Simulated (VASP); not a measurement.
# Pb in VASP: single point with PBE+D3(BJ)

Aim: the single point of Pb with PBE+D3(BJ).

All numbers are computed with VASP 6.6.1; they aren't measurements. Logs are shortened: lines on timing, memory, paths and dates and some standing lists are left out, and cuts for length are marked.

**1. The cell of the first run**

The cell holds a slab with vacuum, 12 atoms: a = 7.014 Å, b = 7.014 Å, c = 21.727 Å, α = 90.00°, β = 90.00°, γ = 120.00°.

The slab is cut from a database's or a generator's crystal, which needn't be the stable form of the element.

**2. Single point, PBE+D3(BJ) (clean slab, lower planes held)**

Input file INCAR:

```
PREC     = Accurate       # precision mode
ENCUT    = 520            # plane-wave cutoff, eV
EDIFF    = 1E-6           # SCF threshold, eV
ISMEAR   = 0              # smearing method
SIGMA    = 0.1            # smearing width, eV
LREAL    = F              # projectors in reciprocal space
LASPH    = T              # aspherical terms in the spheres
NELM     = 100            # most SCF steps
ALGO     = Fast           # electronic algorithm
ISIF     = 2              # what is computed and relaxed
LWAVE    = F              # write WAVECAR
LCHARG   = F              # write CHGCAR
LDIPOL   = T            
IDIPOL   = 3            
DIPOL    = 0.5 0.5 0.500
GGA      = PE             # functional
IVDW     = 12             # dispersion correction
NBANDS   = 96             # bands
```

Input file KPOINTS:

```
Automatic mesh
0
Gamma
  3 3 1
```

Input file POSCAR:

```
Pb
1.0
    7.0141808633      0.0000000000      0.0000000000
   -3.5070904316      6.0744588143      0.0000000000
    0.0000000000      0.0000000000     21.7270546929
Pb
12
Direct
    0.3333333333      0.1666666667      0.3682045318
    0.3333333333      0.6666666667      0.3682045318
    0.8333333333      0.1666666667      0.3682045318
    0.8333333333      0.6666666667      0.3682045318
    0.6666666667      0.3333333333      0.5000000000
    0.6666666667      0.8333333333      0.5000000000
    0.1666666667      0.3333333333      0.5000000000
    0.1666666667      0.8333333333      0.5000000000
    0.0000000000      0.5000000000      0.6317954682
    0.0000000000      0.0000000000      0.6317954682
    0.5000000000      0.5000000000      0.6317954682
    0.5000000000      0.0000000000      0.6317954682
```

Potentials or basis: VASP PAW PBE potentials, release 64 (Pb_d).

On the command line:

```
$ cat potpaw_PBE.64/Pb_d/POTCAR > POTCAR
$ mpirun -np 1 vasp_std > vasp.out
```

OUTCAR:

```text
PREC = Accurate
   ENCUT = 520
   EDIFF = 1E-6
   ISMEAR = 0
   LREAL = F
   LASPH = T
   NELM = 100
   ISIF = 2
   GGA = PE
   IVDW = 12
 IVDW          = 12

 ion  position               nearest neighbor table
   1  0.333  0.167  0.368-   7 3.51   8 3.51   5 3.51   2 3.51   2 3.51   4 3.51   4 3.51   3 3.51
                             3 3.51
   2  0.333  0.667  0.368-   8 3.51   7 3.51   6 3.51   1 3.51   1 3.51   3 3.51   3 3.51   4 3.51
                             4 3.51
   3  0.833  0.167  0.368-   5 3.51   6 3.51   7 3.51   4 3.51   4 3.51   2 3.51   2 3.51   1 3.51
                             1 3.51
   4  0.833  0.667  0.368-   6 3.51   5 3.51   8 3.51   3 3.51   3 3.51   1 3.51   1 3.51   2 3.51
                             2 3.51
   5  0.667  0.333  0.500-   3 3.51  12 3.51   9 3.51   4 3.51  11 3.51   1 3.51   6 3.51   6 3.51
                             8 3.51   8 3.51   7 3.51   7 3.51
   6  0.667  0.833  0.500-   4 3.51  11 3.51  10 3.51   3 3.51  12 3.51   2 3.51   5 3.51   5 3.51
                             7 3.51   7 3.51   8 3.51   8 3.51
   7  0.167  0.333  0.500-   1 3.51  10 3.51  11 3.51   2 3.51   9 3.51   3 3.51   8 3.51   8 3.51
                             6 3.51   6 3.51   5 3.51   5 3.51
   8  0.167  0.833  0.500-   2 3.51   9 3.51  12 3.51   1 3.51  10 3.51   4 3.51   7 3.51   7 3.51
                             5 3.51   5 3.51   6 3.51   6 3.51
   9  0.000  0.500  0.632-   8 3.51   5 3.51   7 3.51  10 3.51  10 3.51  12 3.51  12 3.51  11 3.51
[... 14 lines left out ...]
 A1 = (   7.0141808633,   0.0000000000,   0.0000000000)
 A2 = (  -3.5070904316,   6.0744588143,   0.0000000000)
 A3 = (   0.0000000000,   0.0000000000,  21.7270546929)

Analysis of symmetry for initial positions (statically):
=====================================================================
 Subroutine PRICEL returns following result:

  LATTYP: Found a hexagonal cell.
 ALAT       =     3.5070904317
 C/A-ratio  =     6.1951794846

  Lattice vectors:

 A1 = (   3.5070904317,   0.0000000000,   0.0000000000)
 A2 = (  -1.7535452158,   3.0372294072,   0.0000000000)
 A3 = (   0.0000000000,   0.0000000000,  21.7270546929)

   4 primitive cells build up your supercell.

 Routine SETGRP: Setting up the symmetry group for a
 hexagonal supercell.

 Subroutine GETGRP returns: Found 12 space group operations
 (whereof  6 operations were pure point group operations)
 out of a pool of 24 trial point group operations.

The static configuration has the point symmetry C_3v.
 The point group associated with its full space group is D_3d.

Analysis of symmetry for dynamics (positions and initial velocities):
=====================================================================
 Subroutine PRICEL returns following result:

  LATTYP: Found a hexagonal cell.
 ALAT       =     3.5070904317
 C/A-ratio  =     6.1951794846

  Lattice vectors:

 A1 = (   3.5070904317,   0.0000000000,   0.0000000000)
 A2 = (  -1.7535452158,   3.0372294072,   0.0000000000)
 A3 = (   0.0000000000,   0.0000000000,  21.7270546929)

   4 primitive cells build up your supercell.

 Routine SETGRP: Setting up the symmetry group for a
 hexagonal supercell.

 Subroutine GETGRP returns: Found 12 space group operations
 (whereof  6 operations were pure point group operations)
 out of a pool of 24 trial point group operations.

The dynamic configuration has the point symmetry C_3v.
 The point group associated with its full space group is D_3d.

 Subroutine INISYM returns: Found 12 space group operations
 (whereof  6 operations are pure point group operations),
 and found     4 'primitive' translations

----------------------------------------------------------------------------------------

                                     Primitive cell

  volume of cell :     231.4331

  direct lattice vectors                    reciprocal lattice vectors
     3.507090432  0.000000000  0.000000000     0.285136645  0.164623719  0.000000000
    -1.753545216  3.037229407  0.000000000     0.000000000  0.329247438  0.000000000
     0.000000000  0.000000000 21.727054693     0.000000000  0.000000000  0.046025566

  length of vectors
     3.507090432  3.507090432 21.727054693     0.329247438  0.329247438  0.046025566

  position of ions in fractional coordinates (direct lattice)
     0.666666667  0.333333333  0.368204532
     0.333333333  0.666666667  0.500000000
     0.000000000  0.000000000  0.631795468

  ion indices of the primitive-cell ions
   primitive index   ion index
                 1           1
                 2           7
                 3          12

----------------------------------------------------------------------------------------

 KPOINTS: Automatic mesh

Automatic generation of k-mesh.
 Grid dimensions read from file:
 generate k-points for:    3    3    1

 Generating k-lattice:

  Cartesian coordinates                     Fractional coordinates (reciprocal lattice)
     0.047522774  0.027437286  0.000000000     0.333333333  0.000000000  0.000000000
     0.000000000  0.054874573  0.000000000     0.000000000  0.333333333  0.000000000
     0.000000000  0.000000000  0.046025566     0.000000000  0.000000000  1.000000000

  Length of vectors
     0.054874573  0.054874573  0.046025566

  Shift w.r.t. Gamma in fractional coordinates (k-lattice)
     0.000000000  0.000000000  0.000000000

 Subroutine IBZKPT returns following result:
 ===========================================

 Found      3 irreducible k-points:

 Following reciprocal coordinates:
            Coordinates               Weight
  0.000000  0.000000  0.000000      1.000000
  0.333333  0.000000  0.000000      6.000000
  0.333333  0.333333  0.000000      2.000000
   k-points           NKPTS =      3   k-points in BZ     NKDIM =      3   number of bands    NBANDS=     96
   number of dos      NEDOS =    301   number of ions     NIONS =     12
   total plane-waves  NPLWV = 472392
   dimension x,y,z NGX =    54 NGY =   54 NGZ =  162
   dimension x,y,z NGXF=   108 NGYF=  108 NGZF=  324
   ions per type =              12
   NGX,Y,Z   is equivalent  to a cutoff of  12.80, 12.80, 12.40 a.u.
   NGXF,Y,Z  is equivalent  to a cutoff of  25.60, 25.60, 24.79 a.u.
 SYSTEM =  unknown system
   PREC   = accura    normal or accurate (medium, high low for compatibility)
   ISTART =      0    job   : 0-new  1-cont  2-samecut
   ICHARG =      2    charge: 1-file 2-atom 10-const
   ISPIN  =      1    spin polarized calculation?
   LNONCOLLINEAR =      F non collinear calculations
   LSORBIT =      F    spin-orbit coupling
   LASPH  =      T    aspherical Exc in radial PAW
   ENCUT  =  520.0 eV  38.22 Ry    6.18 a.u.  13.04 13.04 40.40*2*pi/ulx,y,z
   NELM   =    100;   NELMIN=  2; NELMDL= -5     # of ELM steps
   EDIFF  = 0.1E-05   stopping-criterion for ELM
   LREAL  =      F    real-space projection
   EDIFFG = 0.1E-04   stopping-criterion for IOM
   NSW    =      0    number of steps for IOM
   IBRION =     -1    ionic relax: 0-MD 1-quasi-New 2-CG
   NFREE  =      0    steps in history (QN), initial steepest desc. (CG)
   ISIF   =      2    stress and relaxation
   ISYM   =      2    0-nonsym 1-usesym 2-fastsym
   POTIM  = 0.5000    time-step for ionic-motion
   TEBEG  =    0.0;   TEEND  =   0.0 temperature during run
   PSTRESS=    0.0 pullay stress
   NELECT =     168.0000    total number of electrons
   NUPDOWN=      -1.0000    fix difference up-down
   EMIN   =  10.00;   EMAX   =-10.00  energy-range for DOS
   EFERMI =   0.00;   METHOD = LEGACY
   ISMEAR =     0;   SIGMA  =   0.10  broadening in eV -4-tet -1-fermi 0-gaus
   EFERMI_NEDOS =   21; number of points for ismear=-14 and -15
   IALGO  =     68    algorithm
   IMIX   =      4    mixing-type and parameters
     AMIX     =   0.40;   BMIX     =  1.00
     AMIX_MAG =   1.60;   BMIX_MAG =  1.00
  volume/ion in A,a.u.               =      77.14       520.60
  Fermi-wavevector in a.u.,A,eV,Ry     =   0.926864  1.751519 11.688456  0.859077
  Thomas-Fermi vector in A             =   2.052872
   LORBIT       =      0    0 simple, 1 ext, 2 COOP (PROOUT), +10 PAW based schemes
   GGA     = PE    functional components
   LHFCALC =     F    Hartree Fock is set to
   AEXX    =    0.0000 exact exchange contribution
   IVDW    =    12    specifies the selected vdW correction
   LEPSILON=     F    determine dielectric tensor
   LRPA    =     F    only Hartree local field effects (RPA)
 non-spin polarized calculation
 RMM-DIIS sequential band-by-band and
 Gauss-broadening in eV      SIGMA  =   0.10
  energy-cutoff  :      520.00
  volume of cell :      925.73
 maximum number of plane-waves:     24975
 NGX is ok and might be reduce to    54
   NGX = 27   NGY = 27   NGZ = 81

 dipolmoment           0.000000      0.000000     -0.000000 electrons x Angstroem

 number of electron     167.9999999 magnetization

 dipolmoment           0.000000      0.000000      0.000000 electrons x Angstroem

 Free energy of the ion-electron system (eV)
  ---------------------------------------------------
  ext. energy  EPLUGINS =         0.00000000
  ---------------------------------------------------
  free energy    TOTEN  =       -40.87960441 eV

  energy without entropy =      -40.80014709  energy(sigma->0) =      -40.83987575

 E-fermi :   0.4480     XC(G=0):  -4.7587

 val. band max:        0.4342553948   @ k =   0.3333   0.0000   0.0000
 cond. band min:       0.5967673749   @ k =   0.3333   0.0000   0.0000
 fundamental gap:      0.1625119801
 Fermi energy:         0.4480070455

 k-point     1 :       0.0000    0.0000    0.0000
  band No.  band energies     occupation
      1     -16.7934      2.00000
      2     -16.7934      2.00000
      3     -16.7934      2.00000
      4     -16.7730      2.00000
      5     -16.7730      2.00000
      6     -16.7730      2.00000
[... 286 lines left out ...]
     95       2.8656      0.00000
     96       2.8774      0.00000

------------------------ aborting loop because EDIFF is reached ----------------------------------------

 vacuum level on the upper side and lower side of the slab       (xc-potential included)        -0.133        -0.133

 Edisp (eV)   -3.44955

 E8    (eV) :    -1.8135

  FORCE on cell =-STRESS in cart. coord.  units (eV):
  Direction    XX          YY          ZZ          XY          YZ          ZX
  --------------------------------------------------------------------------------------
  -------------------------------------------------------------------------------------
  Total      -5.98997    -5.98997    -0.41490    -0.00000     0.00000     0.00000
  in kB     -10.36693   -10.36693    -0.71807    -0.00000     0.00000     0.00000
  external pressure =       -7.15 kB  Pullay stress =        0.00 kB

 VOLUME and BASIS-vectors are now :
 -----------------------------------------------------------------------------
  energy-cutoff  :      520.00
  volume of cell :      925.73
      direct lattice vectors                 reciprocal lattice vectors
     7.014180863  0.000000000  0.000000000     0.142568323  0.082311859  0.000000000
    -3.507090432  6.074458814  0.000000000     0.000000000  0.164623719  0.000000000
     0.000000000  0.000000000 21.727054693     0.000000000  0.000000000  0.046025566

 POSITION                                       TOTAL-FORCE (eV/Angst)
 -----------------------------------------------------------------------------------
      1.75355      1.01241      8.00000        -0.000000     -0.000000      0.008409
     -0.00000      4.04964      8.00000        -0.000000      0.000000      0.008409
      5.26064      1.01241      8.00000        -0.000000      0.000000      0.008409
      3.50709      4.04964      8.00000        -0.000000      0.000000      0.008409
      3.50709      2.02482     10.86353         0.000000      0.000000      0.000000
      1.75355      5.06205     10.86353         0.000000     -0.000000      0.000000
      0.00000      2.02482     10.86353        -0.000000      0.000000      0.000000
     -1.75355      5.06205     10.86353        -0.000000      0.000000      0.000000
     -1.75355      3.03723     13.72705         0.000000     -0.000000     -0.008409
      0.00000      0.00000     13.72705         0.000000     -0.000000     -0.008409
      1.75355      3.03723     13.72705         0.000000     -0.000000     -0.008409
      3.50709      0.00000     13.72705         0.000000      0.000000     -0.008409
 -----------------------------------------------------------------------------------
    total drift:                                0.000000     -0.000000     -0.000000

  FREE ENERGIE OF THE ION-ELECTRON SYSTEM (eV)
  ---------------------------------------------------
  free  energy   TOTEN  =       -44.3291522713 eV

  energy  without entropy=      -44.2496949529  energy(sigma->0) =      -44.28942361

 vacuum level on the upper side and lower side of the slab         4.374         4.374
```

It took 9.7 min on 1 thread of Intel Xeon Platinum 8488C (Sapphire Rapids), shared host; peak memory 0.93 GiB.

What came out:

| Quantity | Value |
| --- | --- |
| Free energy | -44.3292 eV |
| Largest force | 0.008 eV/Å |
| Band gap on the k mesh | none (metal or under the smearing width) |
| Dispersion energy per atom | -0.287 eV |

Forces on the atoms (eV/Å):
```
Pb   0.000  0.000  0.008
Pb   0.000  0.000  0.008
Pb   0.000  0.000  0.008
Pb   0.000  0.000  0.008
Pb   0.000  0.000  0.000
Pb   0.000  0.000  0.000
Pb   0.000  0.000  0.000
Pb   0.000  0.000  0.000
Pb   0.000  0.000 -0.008
Pb   0.000  0.000 -0.008
Pb   0.000  0.000 -0.008
Pb   0.000  0.000 -0.008
```

Levels at points of the mesh, in eV from the Fermi level:
| k point | band 80 | band 81 | band 82 | band 83 | band 84 | band 85 | band 86 | band 87 | band 88 | band 89 |
| --- | --- | --- | --- | --- | --- | --- | --- | --- | --- | --- |
| (0.00, 0.00, 0.00) | -2.57 | -2.57 | -2.57 | -0.54 | 1.12 | 1.12 | 1.12 | 1.16 | 1.16 | 1.16 |

Spin-orbit coupling is left out, which matters for the levels of Pb.
